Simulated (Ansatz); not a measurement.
# BAs (F-43m) in Ansatz: a series of runs, part 2 of 2

Ansatz 0.2.0. Earlier steps stand in the parts before.

### Step 5. Single point, HSE06 form with a typed share of exact exchange

Contents of input.yaml:

```yaml
crystal:
  lattice:
    - [0.0, 2.3885, 2.3885]
    - [2.3885, 0.0, 2.3885]
    - [2.3885, 2.3885, 0.0]
  atoms:
    - { symbol: As, position: [0.75, 0.75, 0.75] }
    - { symbol: B, position: [0.0, 0.0, 0.0] }
hamiltonian:
  xc: { exchange: pbe, correlation: pbe, exx: { coeff: 0.25, omega: 0.3 } }
  pseudopotentials: { kind: paw }
kpoints:
  mp_grid: { grid: [5, 5, 5] }
scf:
  occupations: { method: fermi_dirac, width: 0.05 }
output:
  forces: true
  stress: true
  eigenvalues: true
  write_density: true
  write_potential: true
  elf: true
  volumetric_format: npy
```

Potentials or basis: Ansatz PAW.

On the command line:

```
> ansatz run input.yaml --threads 2 --pin off --max-ram 5632MiB --backend cpu --events-out ev --progress --plain --runs-dir out
```

Standard output:

```text
Warning: output.stress: scf.convergence.dr2_threshold = 1e-7 eV (the SCF's general default) is looser than the 2e-10 eV advised for a printed stress (1e-10 eV for each atom of the cell: 2). What an SCF threshold leaves in a stress goes as its square root, and in the free energy as the threshold itself, and one threshold admits the most on a small cell: of the crystals measured, under no hybrid functional and no lock of the moments, on runs that ended without the residual-converged pass, on stresses that held no estimate of that error, the worst erred by over 100 MPa in a component at 1e-7 eV an atom and by under 5 at 1e-10. Set scf.convergence.dr2_threshold to 2e-10 eV or tighter. The threshold is an SCF's pass mark: one that does not reach it within its budget of iterations ends unconverged, or closes short of it on a stop that the run arms, and scf.convergence.dr2_threshold's page says what that costs each kind of run
Warning: output.stress: scf.exx.energy_threshold = 1e-6 eV is looser than the 2e-8 eV advised for a stress under a hybrid functional (1e-8 eV for each atom of the cell: 2). Every SCF of the exchange loop can meet its threshold on dr2 while the loop round them stops early: no threshold on dr2 bounds what that leaves in the stress. Set scf.exx.energy_threshold to 2e-8 eV or tighter. The threshold is the loop's pass mark: a loop that does not reach it within its budget of cycles ends unconverged, and scf.exx.energy_threshold's page has the law
Warning: RAYON_NUM_THREADS=2 ignored (pool sized by the plan → 2); use --threads N
Engine: ansatz 0.2.0, aarch64-unknown-linux-gnu
Pseudopotentials: kind: paw
Pseudopotential: As, paw, valence charge 15, recommended cutoff 420 eV (normal), As.paw.azcp
Pseudopotential: B, paw, valence charge 3, recommended cutoff 420 eV (normal), B.paw.azcp
Functional definition: unnamed
  parameter a_1 = 0.25
  parameter omega_1 = 0.3/angstrom
  exchange = pbe_x + (-a_1)*pbe_x_sr(omega_1) + a_1*exact_x_sr(omega_1)
  correlation = pbe_c
Crystal: 2 atoms, lattice volume = 27.252 Å³
Basis set: ecut = 420 eV, 531 PW (Γ), exchange–correlation on 48×48×48 points (8 copies of the dense FFT grid, shifted against one another)
Bands: 13, of which v1, the nominal top of the filled ones, is band 9 counted from 1 (8 counted from 0)
Symmetry: 24 space group operations
Space group: F-43m (ITA 216), of the structure as read, at distance tolerance 3.0e-5 Å
k-points: 10 of 125 (time reversal used)
Non-local potential: As, projectors of the file, l = 0: 2, l = 1: 2, l = 2: 3, l = 3: 1
Non-local potential: B, projectors of the file, l = 0: 2, l = 1: 2, l = 2: 1
PAW form: soft (Blöchl's): semilocal exchange-correlation on the pseudo side does not see the compensation charge
PAW frozen core: As, regenerated for the run's functional, and the local potential with it (the file was generated under x = pbe(κ = 0.804, μ = 0.2195149727645171), c = pbe(β = 0.06672455060314922))
PAW frozen core: B, regenerated for the run's functional, and the local potential with it (the file was generated under x = pbe(κ = 0.804, μ = 0.2195149727645171), c = pbe(β = 0.06672455060314922))
PAW one-centre angular grid: As, 590 points (default); XC on 64 Gauss nodes
PAW one-centre angular grid: B, 110 points (default); XC on 64 Gauss nodes
Initial density: superposition of atomic densities (neutral atoms: chi_scale 0, normalization atom), corrected by the library's trained network
Initial wavefunctions: pseudopotential atomic-orbital guess
Functional: x = pbe(κ = 0.804, μ = 0.2195149727645171), c = pbe(β = 0.06672455060314922), warm-up for x = pbe(κ = 0.804, μ = 0.2195149727645171) + 0.25 (exact − pbe) at short range (hse, ω = 0.3 Å⁻¹), c = pbe(β = 0.06672455060314922)
SCF iter   1: F=—  HF=-5012.043278 eV  |F-HF|=—  |Δ(HF+E_count)|=         —  Δρ=1.25e-3  dr2=3.28e-4  ethr=1.77e-3  ⟨swp⟩=5.5  Hψ=523  notcnv=0
preconditioner: auto → none  [insulator: Δε(μ)=1.183 eV  Ē_g=12.417 eV  σ=0.050 eV  W_gap=1.00  n_scr=8 (ndim 8)  ℏωp=20.1 eV  f_vac=0.001  D(μ)=0.00/eV (n_scr^D=0)]
SCF iter   2: F=-5012.043452 eV  HF=-5012.043411 eV  |F-HF|=4.03e-5  |Δ(HF+E_count)|=   1.33e-4  Δρ=5.69e-4  dr2=6.89e-5  ethr=1.82e-6  ⟨swp⟩=4.0  Hψ=343  notcnv=0
SCF 1 stopped early in 2 iterations: F = -5012.043452 eV  dr2 = 6.89e-5
Initial density: handed on by an earlier stage of this run
Initial wavefunctions: those handed on with the density
Functional: x = pbe(κ = 0.804, μ = 0.2195149727645171) + 0.25 (exact − pbe) at short range (hse, ω = 0.3 Å⁻¹), c = pbe(β = 0.06672455060314922)
Exchange kernel: α = 0.2500, screened, ω = 0.3000 Å⁻¹, Wigner–Seitz truncation, v(0) = 502.5286 eV·Å³, q-mesh 5×5×5, nearest image of the exchange supercell L = 16.89 Å, pair-density grid 15×15×15, without the augmentation charges, whose exchange is taken in its separable form by FFT convolution over the k-point mesh (sized by the pseudopotential files, 20×20×20 at the most), smooth part of the exact exchange by density-matrix convolution
Frozen-core exchange: fock
SCF iter   1: F=—  HF=-5013.404850 eV  |F-HF|=—  |Δ(HF+E_count)|=         —  Δρ=6.43e-3  dr2=6.57e-3  ethr=3.83e-6  ⟨swp⟩=5.4  Hψ=560  notcnv=0
preconditioner: auto → none  [insulator: Δε(μ)=1.638 eV  Ē_g=13.814 eV  σ=0.050 eV  W_gap=1.00  n_scr=8 (ndim 8)  ℏωp=20.1 eV  f_vac=0.001  D(μ)=0.00/eV (n_scr^D=0)]
SCF iter   2: F=—  HF=-5013.397126 eV  |F-HF|=—  |Δ(HF+E_count)|=   7.72e-3  Δρ=2.97e-3  dr2=1.74e-3  ethr=3.83e-6  ⟨swp⟩=4.0  Hψ=411  notcnv=0
SCF iter   3: F=—  HF=-5013.396815 eV  |F-HF|=—  |Δ(HF+E_count)|=   3.11e-4  Δρ=1.30e-3  dr2=3.06e-4  ethr=3.83e-6  ⟨swp⟩=3.0  Hψ=247  notcnv=0
SCF iter   4: F=—  HF=-5013.399872 eV  |F-HF|=—  |Δ(HF+E_count)|=   3.06e-3  Δρ=1.01e-3  dr2=1.11e-4  ethr=8.53e-7  ⟨swp⟩=4.0  Hψ=389  notcnv=0
SCF iter   5: F=—  HF=-5013.399810 eV  |F-HF|=—  |Δ(HF+E_count)|=   6.19e-5  Δρ=3.71e-4  dr2=1.47e-5  ethr=6.10e-7  ⟨swp⟩=3.0  Hψ=271  notcnv=0
iter 6 solved again at ethr=2.83e-9 eV; its pass at ethr=7.62e-8 eV (dr2=5.09e-7 eV) is discarded
SCF iter   6: F=-5013.399801 eV  HF=-5013.399802 eV  |F-HF|=5.99e-7  |Δ(HF+E_count)|=   8.40e-6  Δρ=7.12e-5  dr2=1.49e-6  ethr=2.83e-9  ⟨swp⟩=2.5  Hψ=548  notcnv=0  defer=5
SCF 2 stopped early in 6 iterations: F = -5013.399801 eV  dr2 = 1.49e-6
hybrid outer 1: dexx = +3.477e-3 eV, tail = 4.47e-5 eV
Exchange kernel: α = 0.2500, screened, ω = 0.3000 Å⁻¹, Wigner–Seitz truncation, v(0) = 502.5286 eV·Å³, q-mesh 5×5×5, nearest image of the exchange supercell L = 16.89 Å, pair-density grid 15×15×15, without the augmentation charges, whose exchange is taken in its separable form by FFT convolution over the k-point mesh (sized by the pseudopotential files, 20×20×20 at the most), smooth part of the exact exchange by density-matrix convolution
Frozen-core exchange: fock
SCF iter   1: F=—  HF=-5013.400012 eV  |F-HF|=—  |Δ(HF+E_count)|=         —  Δρ=9.82e-5  dr2=1.62e-6  ethr=1.24e-6  ⟨swp⟩=3.9  Hψ=288  notcnv=0
preconditioner: auto → none  [insulator: Δε(μ)=1.667 eV  Ē_g=13.817 eV  σ=0.050 eV  W_gap=1.00  n_scr=8 (ndim 8)  ℏωp=20.1 eV  f_vac=0.001  D(μ)=0.00/eV (n_scr^D=0)]
SCF iter   2: F=—  HF=-5013.400012 eV  |F-HF|=—  |Δ(HF+E_count)|=   3.39e-7  Δρ=1.17e-5  dr2=6.68e-8  ethr=7.97e-9  ⟨swp⟩=4.0  Hψ=354  notcnv=0
SCF iter   3: F=—  HF=-5013.400012 eV  |F-HF|=—  |Δ(HF+E_count)|=   3.87e-7  Δρ=1.12e-5  dr2=1.70e-8  ethr=1.74e-10  ⟨swp⟩=3.9  Hψ=370  notcnv=0
SCF iter   4: F=-5013.400012 eV  HF=-5013.400012 eV  |F-HF|=4.10e-10  |Δ(HF+E_count)|=   1.90e-9  Δρ=3.32e-6  dr2=2.31e-9  ethr=8.81e-11  ⟨swp⟩=2.0  Hψ=226  notcnv=0
SCF 3 converged in 4 iterations: F = -5013.400012 eV  dr2 = 2.31e-9
  Residual-converged pass: ⟨swp⟩=3.0  Hψ=268  notcnv=0  max |occ|·‖R‖ = 2.4e-6 eV (tolerance 2.4e-6 eV)  dr2=2.29e-9  dr2_onsite=1.05e-9  max |Δocc| = 9.5e-16
hybrid outer 2: dexx = +4.913e-7 eV, tail = 1.96e-8 eV, Δε = 1.90e-3 eV (about 7.69e-5 eV left of the loop's levels)
hybrid SCF converged: 2 outer / 10 inner (+2 warm-up), last move |dexx| = 4.91e-7 eV, tail = 1.96e-8 eV
Stability not checked: this state was not tested for a lower state beside it, because the functional holds exact exchange (a hybrid, or Hartree-Fock), whose exchange loop this test does not read (fock_operator; see scf.lower_state_search)
Free energy (F): -5013.400012 eV
Frozen-core exchange: fock
Harris-Foulkes:  -5013.400012 eV  (|F-HF|=4.10e-10)
Internal energy: -5013.400012 eV  (E = F + TS)
E sigma→0 (E₀):  -5013.400012 eV
Fermi energy:    11.652774 eV
--- Per-component energies (eV) ---
  E_band       = -253.751214
  E_kinetic    = 151.242498
  E_local      = -1693.792197  (includes V_loc(G=0)·N_el)
  E_nonlocal   = -658.781125
  E_hartree    = 941.080796
  E_xc         = -92.051817
  E_vxc        = -96.239337  (∫ρ·V_xc dr)
  E_exx        = -63.570424  (= α·E_x^exact, valence–valence)
  E_paw        = -1870.976881  (= ΣΔE_a)
  E_vpaw       = 288.798384  (= ΣTr[D̂ρ^β])
  E_aug_tail   = 0.000007  (compensation charges beyond the density's cutoff)
  E_ewald      = -1725.774997
  E_core_change = -0.775873  (= ΣΔE_core)
  E_smearing   = -0.000000  (= −TS)
  E_closure    = 0.000001  (closes the sum)
  Σ components = -5013.400012   (vs F -5013.400012, Δ=0.00e0)
--- Forces (eV/Å), atoms counted from 1 ---
  atom   1  As    -0.00000000     0.00000000    -0.00000000
  atom   2  B     -0.00000000     0.00000000    -0.00000000
  max |Σ_I F_I| component: 5.56e-16 eV/Å
--- Stress (GPa, compression-positive) ---
        0.020101       0.000000      -0.000000
        0.000000       0.020101       0.000000
       -0.000000       0.000000       0.020101
  P = ⅓ Tr σ = 0.0201 GPa (0.201 kbar)
--- Band table (eV; the first three rows and the last of 10) ---
  k-point 0: bands = ["-28.3553", "-28.3553", "-28.3553", "-28.3280", "-28.3280", "-5.9900", "10.8367", "10.8367", "10.8367", "14.7797", "14.7797", "14.7797", "16.5055"]
  k-point 1: bands = ["-28.3541", "-28.3526", "-28.3526", "-28.3278", "-28.3278", "-5.2746", "6.8053", "9.9090", "9.9090", "14.7618", "15.9659", "15.9659", "19.0403"]
  k-point 2: bands = ["-28.3523", "-28.3494", "-28.3494", "-28.3263", "-28.3263", "-3.4027", "2.2075", "8.9945", "8.9945", "14.2838", "16.3981", "16.3981", "20.6653"]
  k-point 9: bands = ["-28.3535", "-28.3468", "-28.3410", "-28.3305", "-28.3249", "-1.8543", "2.4718", "4.9509", "6.3677", "15.9731", "16.9118", "17.7961", "21.6750"]
```

Wall time 6.8 s (2 threads of Arm Neoverse V2, shared host); peak memory 0.62 GiB.

Results:

```
Free energy            : -5013.4000 eV
Pressure               : 0.0 GPa
Band gap on the k mesh : 1.67 eV, indirect (least direct gap 3.94 eV)
```

Caveat: the k mesh is coarse (spacing up to 0.46 Å⁻¹), so the values aren't converged, least of all with exact exchange; odd divisions of the mesh miss points on the zone boundary, where band edges often lie, so the gap on the mesh can be too wide; the PAW data sets come from PBE, with cores solved anew for the run's functional, which leaves a small shift of forces and pressure; the thresholds are loose for stress. A k mesh can miss the band edges.

### Step 6. Single point, HSE06 form with a typed share of exact exchange

input.yaml, as its differences from that of step 5:

```diff
@@ -9,3 +9,3 @@
 hamiltonian:
-  xc: { exchange: pbe, correlation: pbe, exx: { coeff: 0.25, omega: 0.3 } }
+  xc: { exchange: pbe, correlation: pbe, exx: { coeff: 0.25, omega: 0.4 } }
   pseudopotentials: { kind: paw }
@@ -19,5 +19 @@
   eigenvalues: true
-  write_density: true
-  write_potential: true
-  elf: true
-  volumetric_format: npy
```

Potentials or basis: Ansatz PAW.

On the command line:

```
> ansatz run input.yaml --threads 2 --pin off --max-ram 5632MiB --backend cpu --events-out ev --progress --plain --runs-dir out
```

Run time: 6.8 s. Hardware: 2 threads of Arm Neoverse V2, shared host; peak memory 0.62 GiB.

It converged, with:

```yaml
Free_energy: -5013.3499 eV
Pressure: 0.4 GPa
Band_gap_on_the_k_mesh: 1.54 eV, indirect (least direct gap 3.80 eV)
```

Levels at points of the mesh, in eV from the valence-band top:
```csv
k point,band 5,band 6,band 7,band 8,band 9,band 10,band 11,band 12,band 13
"(0.00, 0.00, 0.00)",-39.04,-16.67,0.00,0.00,0.00,3.80,3.80,3.80,5.48
```

Caveat: the k mesh is coarse (spacing up to 0.46 Å⁻¹), so the values aren't converged, least of all with exact exchange; odd divisions of the mesh miss points on the zone boundary, where band edges often lie, so the gap on the mesh can be too wide; the PAW data sets come from PBE, with cores solved anew for the run's functional, which leaves a small shift of forces and pressure; the thresholds are loose for stress. A k mesh can miss the band edges.

### Step 7. Single point, HSE06 form with a typed share of exact exchange

input.yaml, as its differences from that of step 6:

```diff
@@ -9,3 +9,3 @@
 hamiltonian:
-  xc: { exchange: pbe, correlation: pbe, exx: { coeff: 0.25, omega: 0.4 } }
+  xc: { exchange: pbe, correlation: pbe, exx: { coeff: 0.25, omega: 0.6 } }
   pseudopotentials: { kind: paw }
```

On the command line:

```
> ansatz run input.yaml --threads 2 --pin off --max-ram 5632MiB --backend cpu --events-out ev --progress --plain --runs-dir out
```

It took 6.8 s on 2 threads of Arm Neoverse V2, shared host; peak memory 0.62 GiB.

The run converged. Its results:

```
Free energy            : -5013.2338 eV
Pressure               : 1.2 GPa
Band gap on the k mesh : 1.37 eV, indirect (least direct gap 3.60 eV)
```

Levels at points of the mesh, in eV from the valence-band top:
```csv
k point,band 7,band 8,band 9,band 10,band 11,band 12
"(0.00, 0.00, 0.00)",0.00,0.00,0.00,3.60,3.60,3.60
```

Caveat: the k mesh is coarse (spacing up to 0.46 Å⁻¹), so the values aren't converged, least of all with exact exchange; odd divisions of the mesh miss points on the zone boundary, where band edges often lie, so the gap on the mesh can be too wide; the PAW data sets come from PBE, with cores solved anew for the run's functional, which leaves a small shift of forces and pressure; the thresholds are loose for stress. A k mesh can miss the band edges.

### Step 8. The runs side by side

```csv
screening (1/Å),gap on the mesh (eV),pressure (GPa)
0.1,2.14,-0.6
0.15,1.98,-0.5
0.2,1.86,-0.3
0.3,1.67,0.0
0.4,1.54,0.4
0.6,1.37,1.2
```

Alike in all rows: task single point; level HSE06 form with a typed share of exact exchange; potentials or basis Ansatz PAW; no spin polarisation; cell as given; k mesh 5 × 5 × 5; cutoff (eV) 420; smearing fermi-dirac 0.05 eV; the mesh is coarse, so values aren't converged.

Caveats: all runs use coarse meshes; odd divisions of the mesh miss points on the zone boundary, where band edges often lie, so the gap on the mesh can be too wide; the PAW data sets come from PBE, with cores solved anew for the run's functional, which leaves a small shift of forces and pressure; the thresholds are loose for stress.

Total energies depend on the potentials used, so only differences within one code and one set of settings carry meaning.
